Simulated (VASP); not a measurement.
# Si under changes of volume

One of the cells (20.568 Å³/atom); the others are scaled copies at fixed shape and fractional positions:

```xyz
2
Lattice="0.0000 2.7399 2.7399 2.7399 0.0000 2.7399 2.7399 2.7399 0.0000" Properties=species:S:1:pos:R:3 pbc="T T T"
Si    2.7399    2.7399    2.7399
Si    4.1098    4.1098    4.1098
```

* Program: VASP 6.6.1
* Functional: r2SCAN
* Potentials or basis: VASP PAW PBE potentials, release 64 (Si)
* Cutoff: 520 eV
* k mesh: 8 × 8 × 8
* Occupations: fermi-dirac, width 0.05 eV
* Spin: no spin polarisation

```csv
volume (Å³/atom),energy over the lowest point (meV/atom),pressure (GPa),gap on the mesh (eV)
18.955,20.84,6.6,0.72
19.358,?,?,?
19.761,0.00,1.8,0.79
20.568,0.85,-2.0,0.86
20.971,8.10,-3.7,0.88
21.375,19.29,-5.2,0.91
```

Task: What does the run at 19.358 Å³/atom give?

Result: Energy over the lowest point 7.42 meV/atom; pressure 4.1 GPa; gap on the mesh 0.76 eV.

Worked out: A Birch-Murnaghan fit of order 3 (a polynomial in V^(-2/3)) to the other rows has its minimum at 20.12 Å³/atom with B0 = V·E''(V) = 97 GPa and B' = 4.3. It gives 7.41 meV/atom at 19.358 Å³/atom, against the run's 7.42, and -dE/dV = 4.1 GPa, against 4.1. A straight line through the other rows of the gap, of slope 1.58 eV per unit of ln V, gives 0.76 eV, against the run's 0.76.

Energies are extrapolated to zero smearing.

Caveats: the PAW data sets were made with another functional, which shifts forces and pressure a little.

A mesh can miss the band edges.
